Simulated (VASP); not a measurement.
Input of a VASP 6.6.1 run:

The input INCAR:

```
SYSTEM = KI
ALGO = Normal
EDIFF = 1E-6
ENCUT = 520
GGA = PS
ISIF = 2
ISMEAR = -1
LASPH = .TRUE.
LCHARG = .TRUE.
LELF = .TRUE.
LREAL = .FALSE.
LVHAR = .TRUE.
LWAVE = .FALSE.
NBANDS = 15
NELM = 80
PREC = Accurate
SIGMA = 0.05
```

File KPOINTS:

```
k-points
0
G
  6 6 6
  0 0 0
```

Contents of POSCAR:

```
KI
1.0
    0.0000000000      3.5327750000      3.5327750000
    3.5327750000      0.0000000000      3.5327750000
    3.5327750000      3.5327750000      0.0000000000
I K
1 1
Direct
    0.5000000000      0.5000000000      0.5000000000
    0.0000000000      0.0000000000      0.0000000000
```

Potentials or basis: VASP PAW PBE potentials, release 64 (I, K_sv).

The run is started by

```bash
$ cat potpaw_PBE.64/I/POTCAR potpaw_PBE.64/K_sv/POTCAR > POTCAR
$ mpirun -np 1 vasp_std > vasp.out
```

(1) What does it give for the band gap on the k mesh?

(2) What does it give for the pressure?

Results:

(1) 3.81 eV, direct.

(2) -0.2 GPa.

Caveat: the PAW data sets were made with another functional, which shifts forces and pressure a little; spin-orbit coupling is left out, which moves the levels of the heavy elements.

**The experiment to reproduce.**

From a printed reference work, monograph, for a bulk crystal of KI: band gap 6.32 eV.

Against the measured gap of KI, 6.32 eV (a printed reference work, monograph), the calculated 3.81 eV is off by -2.51 eV. Spin-orbit coupling on I is left out. The value is that of PBEsol, without temperature or zero-point motion. Semilocal functionals fall short of measured gaps as a rule.
